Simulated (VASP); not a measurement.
# LiBr (strained rocksalt): a PBE single-point calculation in VASP

INCAR

```
LASPH = .TRUE.
SIGMA = 0.02
LCHARG = .FALSE.
NELM = 120
EDIFF = 1E-7
NSW = 0
GGA = PE
LWAVE = .FALSE.
NBANDS = 12
IBRION = -1
ISMEAR = -1
LREAL = .FALSE.
ENCUT = 520
ISIF = 2
PREC = Accurate
```

KPOINTS

```
KPOINTS created by Atomic Simulation Environment
0
Gamma
8 8 8
0 0 0
```

KPOINTS_OPT

```
special points
6
Reciprocal
0.0000000000 0.0000000000 0.0000000000 1
0.5000000000 0.0000000000 0.5000000000 1
0.6250000000 0.2500000000 0.6250000000 1
0.3750000000 0.3750000000 0.7500000000 1
0.5000000000 0.5000000000 0.5000000000 1
0.5000000000 0.2500000000 0.7500000000 1
```

POSCAR

```
Li Br
 1.0000000000000000
     0.0000000000000000    2.7395650468000001    2.7395650468000001
     2.8080541728999999    0.0000000000000000    2.7395650468000001
     2.8080541728999999    2.7395650468000001    0.0000000000000000
 Li  Br
   1   1
Cartesian
  0.0000000000000000  0.0000000000000000  0.0000000000000000
  2.8080541728999999  2.7395650468000001  2.7395650468000001
```

VASP ran with the recommended PBE PAW datasets (10 valence electrons in the cell).

Command

```
mpirun -np 1 vasp_std
```

From OUTCAR

```
k-points           NKPTS =     59   k-points in BZ     NKDIM =     59   number of bands    NBANDS=     12

   NELECT =      10.0000    total number of electrons

   dimension x,y,z NGX =    30 NGY =   30 NGZ =   30
   dimension x,y,z NGXF=    60 NGYF=   60 NGZF=   60

  energy-cutoff  :      520.00
  volume of cell :       42.15
      direct lattice vectors                 reciprocal lattice vectors
     0.000000000  2.739565047  2.739565047    -0.178059243  0.182510724  0.182510724
     2.808054173  0.000000000  2.739565047     0.178059243 -0.182510724  0.182510724
     2.808054173  2.739565047  0.000000000     0.178059243  0.182510724 -0.182510724

 k-points in reciprocal lattice and weights: KPOINTS created by Atomic Simulation Env
   0.00000000  0.00000000  0.00000000       0.002
   0.12500000  0.00000000  0.00000000       0.016
   0.25000000  0.00000000  0.00000000       0.016
   0.37500000  0.00000000  0.00000000       0.016
   0.50000000  0.00000000  0.00000000       0.008
   0.12500000  0.12500000  0.00000000       0.008
   0.25000000  0.12500000 -0.00000000       0.031
   0.37500000  0.12500000 -0.00000000       0.031
   ...

 E-fermi :   0.6514

 k-point     1 :       0.0000    0.0000    0.0000
  band No.  band energies     occupation
      1     -44.2006      2.00000
      2     -13.1659      2.00000
      3       0.2001      2.00000
      4       0.2001      2.00000
      5       0.2664      2.00000
      6       5.1192      0.00000
      7      10.5868      0.00000
      8      10.7834      0.00000
      9      10.7834      0.00000
     10      12.1129      0.00000
     11      12.5639      0.00000
     12      12.5640      0.00000

 k-point     2 :       0.1250    0.0000    0.0000
  band No.  band energies     occupation
      1     -44.2004      2.00000
      2     -13.1046      2.00000
      3      -0.3523      2.00000
      4       0.1675      2.00000
      5       0.1966      2.00000
      6       5.6410      0.00000
      7       9.9628      0.00000
      8      10.4035      0.00000
      9      10.6461      0.00000
     10      11.5540      0.00000
     11      11.6725      0.00000
     12      12.7884      0.00000

 k-point     3 :       0.2500    0.0000    0.0000
  band No.  band energies     occupation
      1     -44.2001      2.00000
      2     -12.9495      2.00000
      3      -1.4192      2.00000
      4       0.0817      2.00000
      5       0.0938      2.00000
      6       6.1600      0.00000
      7       9.2820      0.00000
      8       9.5209      0.00000
      9       9.9188      0.00000
     10      12.5392      0.00000
     11      12.5446      0.00000
     12      13.1614      0.00000

 k-point     4 :       0.3750    0.0000    0.0000
  band No.  band energies     occupation
      1     -44.1997      2.00000
      2     -12.7832      2.00000
      3      -2.2771      2.00000
      4      -0.0239      2.00000
      5       0.0263      2.00000
      6       5.9863      0.00000
      7       8.5102      0.00000
      8       8.6969      0.00000
      9      11.1118      0.00000
     10      13.6378      0.00000
     11      14.2313      0.00000
     12      14.3326      0.00000

 k-point     5 :       0.5000    0.0000    0.0000
  band No.  band energies     occupation
      1     -44.1996      2.00000
      2     -12.7105      2.00000
      3      -2.5983      2.00000
      4      -0.0654      2.00000
      5       0.0000      2.00000
      6       5.8404      0.00000
      7       8.2437      0.00000
      8       8.4132      0.00000
      9      11.8618      0.00000
     10      14.2099      0.00000
     11      15.7912      0.00000
     12      16.0132      0.00000

 k-point     6 :       0.1250    0.1250    0.0000
  band No.  band energies     occupation
      1     -44.2004      2.00000
      2     -13.0822      2.00000
      3      -0.3176      2.00000
      4      -0.0046      2.00000
      5       0.0830      2.00000
      6       5.9132      0.00000
      7       9.7828      0.00000
      8      10.0822      0.00000
      9      10.6453      0.00000
     10      10.7278      0.00000
     11      13.2364      0.00000
     12      13.4277      0.00000

 k-point     7 :       0.2500    0.1250   -0.0000
  band No.  band energies     occupation
      1     -44.2001      2.00000
      2     -12.9557      2.00000
      3      -1.1439      2.00000
      4      -0.1404      2.00000
      5      -0.0470      2.00000
      6       6.6601      0.00000
      7       9.0009      0.00000
      8       9.2151      0.00000
      9      10.2740      0.00000
     10      11.3523      0.00000
     11      13.4670      0.00000
     12      14.0392      0.00000

 k-point     8 :       0.3750    0.1250   -0.0000
  band No.  band energies     occupation
      1     -44.1997      2.00000
      2     -12.7896      2.00000
      3      -2.0155      2.00000
      4      -0.2363      2.00000
      5      -0.2210      2.00000
      6       6.6885      0.00000
      7       8.3593      0.00000
      8       9.3727      0.00000
      9      10.0144      0.00000
     10      12.5324      0.00000
     11      14.8432      0.00000
     12      14.9689      0.00000

 k-point     9 :       0.5000    0.1250   -0.0000
  band No.  band energies     occupation
      1     -44.1995      2.00000
      2     -12.6834      2.00000
      3      -2.4763      2.00000
      4      -0.4303      2.00000
      5      -0.1976      2.00000
      6       6.4551      0.00000
      7       8.2189      0.00000
      8       8.7588      0.00000
      9      11.3290      0.00000
     10      13.5749      0.00000
     11      15.7035      0.00000
     12      16.0620      0.00000

 k-point    10 :      -0.3750    0.1250    0.0000
  band No.  band energies     occupation
      1     -44.1996      2.00000
      2     -12.7099      2.00000
      3      -2.3564      2.00000
      4      -0.5351      2.00000
      5      -0.0630      2.00000
      6       6.4817      0.00000
      7       8.5125      0.00000
      8       8.6079      0.00000
      9      11.1059      0.00000
     10      13.9796      0.00000
     11      14.2495      0.00000
     12      15.8005      0.00000

 k-point    11 :      -0.2500    0.1250    0.0000
  band No.  band energies     occupation
      1     -44.1999      2.00000
      2     -12.8503      2.00000
      3      -1.7105      2.00000
      4      -0.4762      2.00000
      5       0.1084      2.00000
      6       6.6634      0.00000
      7       8.9058      0.00000
      8       9.1686      0.00000
      9       9.8514      0.00000
     10      12.2835      0.00000
     11      13.7332      0.00000
     12      14.8256      0.00000

 k-point    12 :      -0.1250    0.1250    0.0000
  band No.  band energies     occupation
      1     -44.2002      2.00000
      2     -13.0121      2.00000
      3      -0.8624      2.00000
      4      -0.2069      2.00000
      5       0.2169      2.00000
      6       6.2767      0.00000
      7       9.4611      0.00000
      8       9.6913      0.00000
      9      10.0527      0.00000
     10      11.2488      0.00000
     11      13.1194      0.00000
     12      13.3239      0.00000

 k-point    13 :       0.2500    0.2500    0.0000
  band No.  band energies     occupation
      1     -44.1999      2.00000
      2     -12.8655      2.00000
      3      -1.3424      2.00000
      4      -0.4508      2.00000
      5      -0.3238      2.00000
      6       7.3545      0.00000
      7       8.4702      0.00000
      8       8.5902      0.00000
      9      10.9703      0.00000
     10      11.3069      0.00000
     11      14.2542      0.00000
     12      15.5921      0.00000

 k-point    14 :       0.3750    0.2500    0.0000
  band No.  band energies     occupation
      1     -44.1996      2.00000
      2     -12.7251      2.00000
      3      -1.9200      2.00000
      4      -0.6815      2.00000
      5      -0.5181      2.00000
      6       7.2345      0.00000
      7       8.2549      0.00000
      8       9.0354      0.00000
      9      10.7917      0.00000
     10      12.0147      0.00000
     11      15.4467      0.00000
     12      16.6219      0.00000

 k-point    15 :       0.5000    0.2500   -0.0000
  band No.  band energies     occupation
      1     -44.1994      2.00000
      2     -12.6157      2.00000
      3      -2.2643      2.00000
      4      -1.0749      2.00000
      5      -0.5190      2.00000
      6       7.0095      0.00000
      7       8.5673      0.00000
      8       9.9276      0.00000
      9      10.0097      0.00000
     10      12.8292      0.00000
     11      16.2607      0.00000
     12      16.7670      0.00000

 ...

  Total       -0.1459222      0.0013794      0.0013794      0.0000000      0.0000000      0.0000000
  in kB       -5.5466803      0.0524334      0.0524334      0.0000000      0.0000000      0.0000000
  external PRESSURE =      -1.8139378 kB  Pullay stress =       0.0000000 kB

 POSITION                                       TOTAL-FORCE (eV/Angst)
 -----------------------------------------------------------------------------------
      0.00000      0.00000      0.00000        -0.000000     -0.000000      0.000000
      2.80805      2.73957      2.73957         0.000000      0.000000     -0.000000
 -----------------------------------------------------------------------------------
    total drift:                               -0.000000     -0.000000      0.000000

  FREE ENERGIE OF THE ION-ELECTRON SYSTEM (eV)
  ---------------------------------------------------
  free  energy   TOTEN  =        -6.6430307720 eV

  energy  without entropy=       -6.6430307719  energy(sigma->0) =       -6.64303077
```

```json
{
  "gap between bands v and c": "4.85 eV",
  "least direct gap": "4.85 eV",
  "pressure": "-0.2 GPa"
}
```

Band v is the last that the valence electrons fill when counted band by band, and c is the next.

The run took about 31 s on one core of a shared host (Intel Xeon Platinum 8488C) and held 0.2 GiB at most.
